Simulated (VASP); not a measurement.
Set up this calculation in VASP 6.6.1, as the native input.

* Task: electrostatic potential
* Functional: PBEsol
* Potentials or basis: VASP PAW PBE potentials, release 64 (Zr_sv, O)
* Cutoff: 520 eV
* k mesh: 10 × 10 × 10
* Occupations: gaussian, width 0.02 eV
* Spin: no spin polarisation
* Further INCAR settings: ALGO = Normal; EDIFF = 1e-07

The structure of ZrO2 lies in POSCAR:

```
ZrO2                                    
1.0
    0.0000000000      2.5328635718      2.5328635718
    2.5328635718     -0.0000000000      2.5328635718
    2.5328635718      2.5328635718     -0.0000000000
  Zr              O             
     1     2
Direct
     0.0000000000000000    0.0000000000000000    0.0000000000000000
     0.2500000000000000    0.2500000000000000    0.2500000000000000
     0.7500000000000000    0.7500000000000000    0.7500000000000000
```

The cell was built by a generator and needn't be a form met in nature.

These files were run (other wordings do the same):

INCAR

```
PREC = Accurate
ENCUT = 520
EDIFF = 1E-7
ISMEAR = 0
SIGMA = 0.02
LREAL = False
LASPH = True
NELM = 60
ALGO = Normal
ISIF = 2
LWAVE = False
LCHARG = True
GGA = PS
LVHAR = True
```

KPOINTS

```
regular mesh
0
Gamma
  10 10 10
```

Potentials or basis: VASP PAW PBE potentials, release 64 (Zr_sv, O).

Run with:

```console
$ cat potpaw_PBE.64/Zr_sv/POTCAR potpaw_PBE.64/O/POTCAR > POTCAR
$ mpirun -np 1 vasp_std > vasp.out
```

It gave:

| Property | Result |
| --- | --- |
| Pressure | 0.2 GPa |
| Band gap on the k mesh | 3.32 eV, indirect (least direct gap 3.76 eV) |

Caveat: the PAW data sets were made with another functional, which shifts forces and pressure a little.

Run time: 64 s on 1 thread of AMD EPYC 7R43 64-Core Processor (Zen 3), with other jobs on the host, peak memory 0.13 GiB.
